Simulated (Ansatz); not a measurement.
InN (wurtzite)

```yaml
crystal:
  lattice:
    - [3.58053, 0.00000, 0.00000]
    - [-1.79026, 3.10083, 0.00000]
    - [0.00000, 0.00000, 5.78779]
  atoms:
    - { symbol: In, position: [0.66667, 0.33333, 0.50197] }
    - { symbol: In, position: [0.33333, 0.66667, 0.00197] }
    - { symbol: N, position: [0.66667, 0.33333, 0.12323] }
    - { symbol: N, position: [0.33333, 0.66667, 0.62323] }
```

In each cell atom 4 (N, nearest neighbour In at 2.183 Å; its periodic images, 3.6 Å or more away, move with it) moves by s·(1.000, 0.000, 0.000) (along Cartesian x), the rest being held.

Level of theory: PBE (plane waves to 420 eV, PAW, scalar-relativistic; Ansatz, a first-principles code). k mesh 9×9×5 (Γ-centred), Fermi-Dirac smearing 0.05 eV. The energy includes the smearing's −TS. Compression counts positive. With partly filled bands, energies and forces of such displacements shift with the k mesh and the smearing. F∥ is the force on the atom along that direction. F⊥ is the part of the force across the line. At this level the bands of InN touch or barely overlap; measurements give the solid a gap. InN was relaxed with its symmetry unable to fall. ΔE is measured from the undisplaced structure.

```json
[
 {"s (Å)": "-0.650", "ΔE (meV/cell)": "2651", "P (GPa)": "15.3", "|F⊥| (eV/Å)": "10.300", "F∥ (eV/Å)": "10.044"},
 {"s (Å)": "-0.520", "ΔE (meV/cell)": "1551", "P (GPa)": "9.2", "|F⊥| (eV/Å)": "6.055", "F∥ (eV/Å)": "6.989"},
 {"s (Å)": "-0.390", "ΔE (meV/cell)": "806", "P (GPa)": "4.9", "|F⊥| (eV/Å)": "3.175", "F∥ (eV/Å)": "4.580"},
 {"s (Å)": "-0.260", "ΔE (meV/cell)": "336", "P (GPa)": "2.1", "|F⊥| (eV/Å)": "1.340", "F∥ (eV/Å)": "2.722"},
 {"s (Å)": "-0.130", "ΔE (meV/cell)": "81", "P (GPa)": "0.5", "|F⊥| (eV/Å)": "0.324", "F∥ (eV/Å)": "1.258"},
 {"s (Å)": "0.000", "ΔE (meV/cell)": "0", "P (GPa)": "0.0", "|F⊥| (eV/Å)": "0.000", "F∥ (eV/Å)": "0.000"},
 {"s (Å)": "0.130", "ΔE (meV/cell)": "81", "P (GPa)": "0.5", "|F⊥| (eV/Å)": "0.324", "F∥ (eV/Å)": "-1.258"},
 {"s (Å)": "0.260", "ΔE (meV/cell)": "336", "P (GPa)": "2.1", "|F⊥| (eV/Å)": "1.340", "F∥ (eV/Å)": "-2.722"},
 {"s (Å)": "0.390", "ΔE (meV/cell)": "806", "P (GPa)": "4.9", "|F⊥| (eV/Å)": "3.175", "F∥ (eV/Å)": "-4.580"},
 {"s (Å)": "0.520", "ΔE (meV/cell)": "1551", "P (GPa)": "9.2", "|F⊥| (eV/Å)": "6.055", "F∥ (eV/Å)": "-6.989"},
 {"s (Å)": "0.650", "ΔE (meV/cell)": "2651", "P (GPa)": "15.3", "|F⊥| (eV/Å)": "10.300", "F∥ (eV/Å)": "-10.044"}
]
```

Derived quantities:

```
Item                                                                                                                                                   Result
--------------------------------------------------------  ---------------------------------------------------------------------------------------------------
Energy at s = 0.650 Å                                                                                                                           2651 meV/cell
Force along the line at s = -0.650 Å                                                                                                                10.0 eV/Å
Symmetry of the curve                                                                                                           even: the same for both signs
Shape of the curve                                                                             a single well with its minimum at or next to zero displacement
Force constant k = d²E/ds² at s = 0 (finite differences)                                                                                           9.42 eV/Å²
Harmonic estimate at the end of the scan                  ½ks² = 1989 meV/cell against the computed 2651 meV/cell, so the well is stiffer than harmonic there
```

(For displaced atoms, the force is minus the slope of the energy, and its curvature is a force constant, which sets phonon frequencies.)
